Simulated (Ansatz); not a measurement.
All numbers below come from DFT PBE, scalar-relativistic, plane waves, PAW (Ansatz 0.2.0). All cells share a 420 eV cutoff and Γ-centred k meshes spaced at most about 0.3 Å⁻¹ (about 0.25 or finer for metals, 2π included). No spin polarisation in the final relaxations.

These are static total energies at zero pressure.

Two forms of B were relaxed alike.

1. Space group P6/mmm (No. 191), hexagonal, a = 3.011 Å, c = 1.935 Å. Around B lie 3 B at 1.74 Å and 2 B at 1.94 Å.

2. Space group I4_1/amd (No. 141), tetragonal, a = 2.948 Å, c = 10.952 Å. Around B on a site of symmetry -4m2 lie 6 B at 1.72–1.79 Å; B on a site of symmetry 2mm has 5 B at 1.64–1.79 Å.

Question: Which form is favoured at zero pressure, and by what margin per atom?

Answer: Cell 2 is lower, by 266 meV/atom. Cell 1 has space group P6/mmm (No. 191), 7.6 Å³/atom and no gap on its mesh; cell 2 has space group I4_1/amd (No. 141), 7.9 Å³/atom and no gap. Counting all near atoms (those within 1.25 times the shortest such distance or 1.15 times the sum of covalent radii; a plus sign parts nearer from farther groups; a slash parts the counts of unlike sites), cell 1 has B 3+2 and cell 2 has B 5/6. The lower one is the more open, so pressure narrows the difference. Both come from invented guesses. A third cell relaxed alike, in Fddd, lies 131 meV/atom below the lower of the two. The part of the Crystallography Open Database at hand lists B in space groups No. 58, 134, 166; no cell shown has one of them.

Cells relaxed within their symmetry can be saddle points.
